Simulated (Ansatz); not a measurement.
From the elastic tensor of C to moduli and sound speeds

These are results of Ansatz 0.2.0, DFT PBE, scalar-relativistic, plane waves, PAW, not measurements. Plane waves to 420 eV; Γ-centred k mesh 12×12×6; fixed occupations. No spin polarisation.

It takes space group P6_3/mmc (No. 194, hexagonal). Conventional cell: a = 2.512 Å, b = 2.512 Å, c = 4.180 Å, α = 90.00°, β = 90.00°, γ = 120.00°. C (site symmetry 3m) is surrounded by 4 C at 1.54 to 1.57 Å.

Relaxed-ion constants (GPa, on the Cartesian axes of the calculation):
C11 = 1181.2, C12 = 95.4, C13 = 13.9, C22 = 1181.2, C23 = 13.9, C33 = 1287.4, C44 = 458.6, C55 = 458.6, C66 = 542.9 GPa; the others vanish.

Density 3.493 g/cm³; 4 atoms in 22.84 Å³.

The values that follow are for a polycrystal of randomly turned grains, by Hill's mean where one number stands.

With S = C⁻¹: B_V = (C11+C22+C33+2(C12+C13+C23))/9, G_V = (C11+C22+C33−C12−C13−C23+3(C44+C55+C66))/15, 1/B_R = S11+S22+S33+2(S12+S13+S23), 15/G_R = 4(S11+S22+S33−S12−S13−S23)+3(S44+S55+S66); Hill is their mean. Then v_l = √((B+4G/3)/ρ), v_t = √(G/ρ), v_m = [(2/v_t³+1/v_l³)/3]^(−1/3) and Θ = (ħ/k_B)·v_m·(6π²n/V)^(1/3) for n atoms in the volume V; E = 9BG/(3B+G), ν = (3B−2G)/(2(3B+G)) and A^U = 5G_V/G_R + B_V/B_R − 6.

```
Bulk modulus, Voigt / Reuss / Hill          : 433.0 / 433.0 / 433.0 GPa
Shear modulus, Voigt / Reuss / Hill         : 527.1 / 519.4 / 523.3 GPa
Young's modulus                             : 1119 GPa
Poisson ratio                               : 0.069
Pugh ratio B/G                              : 0.83
Universal anisotropy index                  : 0.07
Longitudinal and transverse sound speeds    : 17990 and 12238 m/s
Debye temperature from the mean sound speed : 2223 K
```

Cost: 1 run of about 0.68 core-minutes, on Arm Neoverse V2 (shared hosts).

The constants describe hexagonal diamond (lonsdaleite), a network of sp³ carbon that resists shear even more strongly than uniform compression, with B/G at 0.83. The directional σ bonds are central to this: shear must bend the tetrahedral angles, which is unusually costly in carbon, though still easier than stretching the bonds. C13 and C12 lie far below C44 and C66, a strong departure from the Cauchy relations that marks these non-central forces, and the weak lateral coupling also explains the very small Poisson ratio. C33 exceeds C11 because one set of bonds runs along c and takes axial strain directly, whereas shear between the puckered layers, governed by C44, mainly tilts those bonds and is the softest shear. The anisotropy nevertheless stays slight, as the network is strongly bonded in all directions. Stiff bonds and light atoms together account for the high sound speeds and Debye temperature. These moduli describe small strains only, so they don't settle whether this polytype is harder or stronger than cubic diamond, which depends on bond breaking, plastic flow and stacking faults.
